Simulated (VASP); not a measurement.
An input for Quantum ESPRESSO's pw.x (written as the equivalent of a VASP run, and not itself run):

```
&CONTROL
  calculation = 'scf'
  pseudo_dir = './pseudo'
  outdir = './out'
  tprnfor = .true.
  tstress = .true.
/
&SYSTEM
  ibrav = 0
  nat = 6
  ntyp = 2
  ecutwfc = 88
  occupations = 'tetrahedra'
  input_dft = 'pz'
/
&ELECTRONS
  conv_thr = 7.3e-09
  electron_maxstep = 100
/
ATOMIC_SPECIES
  Ru 101.070 Ru.upf
  O 15.999 O.upf
CELL_PARAMETERS angstrom
     4.4295756    0.0000000    0.0000000
     0.0000000    4.4295756    0.0000000
     0.0000000    0.0000000    3.0783366
ATOMIC_POSITIONS crystal
  Ru   0.0000000  0.0000000  0.0000000
  Ru   0.5000000  0.5000000  0.5000000
  O    0.3063383  0.3063383  1.0000000
  O    0.8063383  0.1936617  0.5000000
  O    0.1936617  0.8063383  0.5000000
  O    0.6936617  0.6936617  0.0000000
K_POINTS automatic
  8 8 11 0 0 0
```

Question: Translate this input to VASP (INCAR, KPOINTS, POSCAR, choice of POTCAR).

Answer: Several could match; the one computed here: 
**KPOINTS**
```
Regular mesh
0
Gamma
8 8 11
0 0 0
```

**POSCAR**
```
RuO2
1
    4.4295756199     0.0000000000     0.0000000000
    0.0000000000     4.4295756199     0.0000000000
    0.0000000000     0.0000000000     3.0783365906
Ru O
2 4
Direct
  0.0000000000   0.0000000000   0.0000000000
  0.5000000000   0.5000000000   0.5000000000
  0.3063382748   0.3063382748   1.0000000000
  0.8063382748   0.1936617252   0.5000000000
  0.1936617252   0.8063382748   0.5000000000
  0.6936617252   0.6936617252   0.0000000000
```

### INCAR
```
# general
SYSTEM =RuO2
PREC   =Accurate
ENCUT  =520
LREAL  =F
LASPH  =T

# electronic loop
EDIFF  =1E-7
NELM   =100
ALGO   =Normal
LMAXMIX=4

# smearing
ISMEAR =-5

# ions
ISIF   =2

# output
LWAVE  =F
LCHARG =T
LORBIT =11
NEDOS  =601

# other
LEFG   =T
```

POTCAR, in this order: Ru_pv O (LDA.64 set). Program: vasp_std.

What does not carry over: the potentials are each code's own (VASP's PAW set, PseudoDojo norm-conserving files in pw.x), so ENCUT and ecutwfc are chosen apart and not converted; conv_thr bounds pw.x's estimated SCF error, while EDIFF bounds the energy change between steps; the field gradients of LEFG aren't asked of the other code.

The compound is RuO2 in the rutile structure. It was relaxed first.
